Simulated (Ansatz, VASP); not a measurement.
Si: VASP beside Ansatz

```
Si
1.0
    -2.37137    2.37137    1.32927
     2.37137   -2.37137    1.32927
     2.37137    2.37137   -1.32927
Si
2
Direct
  0.50000 0.50000 0.00000
  0.25000 0.75000 0.50000
```

Alike in both runs: functional LDA; k mesh 11 × 11 × 11; occupations fermi-dirac, width 0.05 eV; no spin polarisation.

```csv
,VASP,Ansatz
version,VASP 6.6.1,Ansatz 0.2.0
potentials or method,"VASP PAW LDA potentials, release 64 (Si), cutoff 520 eV","all-electron LAPW, scalar-relativistic"
task,single point,band structure
```

VASP gave:

* gap on the k mesh at the Fermi level (eV): none
* pressure (GPa): -0.8
* largest component of the traceless stress (GPa): 0.87

Task: Estimate Ansatz's values.

Result: gap on the k mesh at the Fermi level (eV): none; pressure (GPa): -0.9; largest component of the traceless stress (GPa): 0.83.

A gap of «none» marks a metal or a gap that the smearing closes. Ansatz ran all-electron here, so the differences hold the error of VASP's frozen core and of both bases.
